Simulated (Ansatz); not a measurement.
# HfO2: field gradients against cell size

Reference cell: a structure deposited in the COD, ions relaxed with PBE at fixed cell.

Space group Pbca (No. 61); a = 5.0598, b = 10.0172, c = 5.2276 Å.

| site | Wyckoff | site symmetry | x | y | z |
| --- | --- | --- | --- | --- | --- |
| Hf | 8c | 1 | 0.7451 | 0.8845 | 0.9649 |
| O9 | 8c | 1 | 0.8705 | 0.7907 | 0.6240 |
| O17 | 8c | 1 | 0.5029 | 0.9764 | 0.2617 |

One atom of each set is listed.

Computed with Ansatz: DFT, PBE, plane waves and PAW, scalar-relativistic, 420 eV cutoff, Γ-centred 5×3×5 k-points, Fermi–Dirac smearing 0.02 eV.

The cell is scaled uniformly, and the ions relax again at each size.

| V/V₀ | Hf V_zz (η) | O9 V_zz (η) | O17 V_zz (η) |
| --- | --- | --- | --- |
| 0.94 | 13.58 (0.44) | -2.72 (0.74) | -1.70 (0.39) |
| 0.96 | ? | ? | ? |
| 0.98 | 12.07 (0.31) | -2.79 (0.56) | -1.56 (0.59) |
| 1.00 | 11.47 (0.25) | -2.85 (0.49) | -1.49 (0.69) |
| 1.02 | 11.36 (0.14) | -2.92 (0.42) | -1.44 (0.80) |
| 1.04 | 11.30 (0.04) | -3.00 (0.37) | -1.40 (0.89) |
| 1.06 | 11.28 (0.07) | -3.08 (0.31) | -1.36 (0.99) |

Q: Fill in the row for V/V₀ = 0.96 (V_zz in 10²¹ V/m²).

A: Hf: 12.66 (0.39), O9: -2.75 (0.65), O17: -1.63 (0.48). Worked for Hf: a power law through the other 6 rows, |V_zz| = 11.92 × (V/V₀)^-1.53, gives 12.69 at V/V₀ = 0.96, against 12.66 from the run (+0.2 %). Logarithmic slopes d ln|V_zz|/d ln V over the series: Hf -1.5, O9 1.0, O17 -1.9. Point charges on a uniformly scaled lattice would give −1; atoms that shift within the cell as it changes, and charge that moves in the bonds, make the difference.

At this cell the PBE pressure is 6 GPa, so with PBE the cell would grow if it were relaxed. Without spin–orbit coupling the gradients at and beside Hf can be off by some per cent, at some sites by more.
